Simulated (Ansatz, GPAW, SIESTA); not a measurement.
# One calculation of Bi2Se3, 3 ways

```
Bi Se
1.0
     2.07150    1.19598    9.54533
    -2.07150    1.19598    9.54533
     0.00000   -2.39196    9.54533
Bi Se
2 3
Cartesian
  -0.0001 -0.0027 17.1335
  0.0109 -0.0003 11.4439
  0.0107 0.0460 22.6044
  0.0127 -0.0046 6.0724
  -0.0123 0.0066 0.0216
```

Atoms were shifted at random by some hundredths of an Å from the given cell, which wasn't relaxed again for these runs.

Alike in all runs: task single point; functional PBEsol; k mesh 8 × 8 × 8; occupations fermi-dirac, width 0.05 eV; no spin polarisation; no spin-orbit coupling. Pressure is positive in compression and, in plane waves, holds the error of the finite cutoff.

```json
{"program and potentials": "SIESTA, files PseudoDojo sr-pbesol-0.4.1-standard, DZP (energy shift 0.003 Ry; two zetas on semicore shells)", "plane-wave cutoff (eV)": "-", "notes": "atomic basis; 15.6 valence electrons an atom on average", "band gap (eV)": "0.29", "pressure (GPa)": "1.27", "largest force (eV/Å)": "0.704"}
{"program and potentials": "GPAW, PAW data sets generated for this functional", "plane-wave cutoff (eV)": "600", "notes": "9.6 valence electrons an atom on average", "band gap (eV)": "0.26", "pressure (GPa)": "-0.53", "largest force (eV/Å)": "0.402"}
{"program and potentials": "Ansatz, all-electron LAPW, scalar-relativistic", "plane-wave cutoff (eV)": "-", "notes": "-", "band gap (eV)": "0.27", "pressure (GPa)": "-0.45", "largest force (eV/Å)": "0.393"}
```

Force on atom 1 (Bi), eV/Å:

```json
{"program and potentials": "SIESTA, files PseudoDojo sr-pbesol-0.4.1-standard, DZP (energy shift 0.003 Ry; two zetas on semicore shells)", "x": "0.044", "y": "-0.027", "z": "0.702"}
{"program and potentials": "GPAW, PAW data sets generated for this functional", "x": "0.038", "y": "-0.030", "z": "0.399"}
{"program and potentials": "Ansatz, all-electron LAPW, scalar-relativistic", "x": "0.038", "y": "-0.029", "z": "0.391"}
```

The band gap spans 0.26 (GPAW, PAW data sets generated for this functional) to 0.29 eV (SIESTA, files PseudoDojo sr-pbesol-0.4.1-standard, DZP (energy shift 0.003 Ry; two zetas on semicore shells)), with all-electron results at 0.27. The pressure spans -0.53 (GPAW, PAW data sets generated for this functional) to 1.27 GPa (SIESTA, files PseudoDojo sr-pbesol-0.4.1-standard, DZP (energy shift 0.003 Ry; two zetas on semicore shells)), with all-electron results at -0.45. Spin-orbit coupling, left out here, moves the band edges of heavy atoms. Rows in atomic bases carry the error of their basis and grid, which can be large.

Differences between rows come from potentials, basis sets and numerical settings, since the functional is the same but for its coding. Runs on potential files found faulty are left out.
